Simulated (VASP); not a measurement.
Write the native input for VASP 6.6.1 that does the following.

```yaml
Task: single point
Functional: HSE03
Dispersion: D4
Potentials_or_basis: VASP PAW PBE potentials, release 54 (In)
Cutoff: 500 eV
k_mesh: 6 × 6 × 6
Occupations: gaussian, width 0.1 eV
Spin: spin-orbit coupling, no magnetisation
Grid_for_exact_exchange_PRECFOCK: Fast
Further_INCAR_settings: ALGO = Normal; EDIFF = 1e-06
```

In:

```xyz
1
Lattice="-1.6255 1.6255 2.4737 1.6255 -1.6255 2.4737 1.6255 1.6255 -2.4737" Properties=species:S:1:pos:R:3 pbc="T T T"
In    0.0000    0.0000    0.0000
```

These files were run (other wordings do the same):

POSCAR

```
In
1.0
   -1.6254700000      1.6254700000      2.4737000000
    1.6254700000     -1.6254700000      2.4737000000
    1.6254700000      1.6254700000     -2.4737000000
In
1
Direct
    0.0000000000      0.0000000000      0.0000000000
```

INCAR.step1

```
SYSTEM = In
ALGO = Normal
EDIFF = 1E-5
ENCUT = 500
GGA = PE
GGA_COMPAT = .False.
ISIF = 2
ISMEAR = 0
LASPH = .True.
LCHARG = .False.
LORBIT = 11
LREAL = .False.
LSORBIT = .True.
LWAVE = .True.
MAGMOM = 0 0 0
NELM = 80
PREC = Accurate
SIGMA = 0.1
```

INCAR.step2

```
SYSTEM = In
ALGO = Normal
EDIFF = 1E-6
ENCUT = 500
GGA = PE
GGA_COMPAT = .False.
HFSCREEN = 0.3
ISIF = 2
ISMEAR = 0
ISTART = 1
IVDW = 13
LASPH = .True.
LCHARG = .False.
LHFCALC = .True.
LORBIT = 11
LREAL = .False.
LSORBIT = .True.
LWAVE = .False.
MAGMOM = 0 0 0
NELM = 80
PREC = Accurate
PRECFOCK = Fast
SIGMA = 0.1
```

KPOINTS

```
k-points
0
Gamma
  6 6 6
  0 0 0
```

Potentials or basis: VASP PAW PBE potentials, release 54 (In).

Launch:

```sh
$ cat potpaw_PBE.54/In/POTCAR > POTCAR
$ cp INCAR.step1 INCAR
$ mpirun -np 1 vasp_ncl > vasp.out
$ cp INCAR.step2 INCAR
$ mpirun -np 1 vasp_ncl > vasp.out
```

Results of the run:

The pressure is -2.4 GPa. The valence electrons inside the program's atomic spheres are In 2.47 and the dispersion energy per atom is -0.341 eV.

Caveat: the k mesh is coarse (spacing up to 0.46 Å⁻¹), so the values aren't converged, least of all with exact exchange; the PAW data sets were made with another functional, which shifts forces and pressure a little.

Wall time 7.4 min on 1 thread of Intel(R) Xeon(R) 6975P-C (Granite Rapids), with other jobs on the host, peak memory 0.31 GiB.
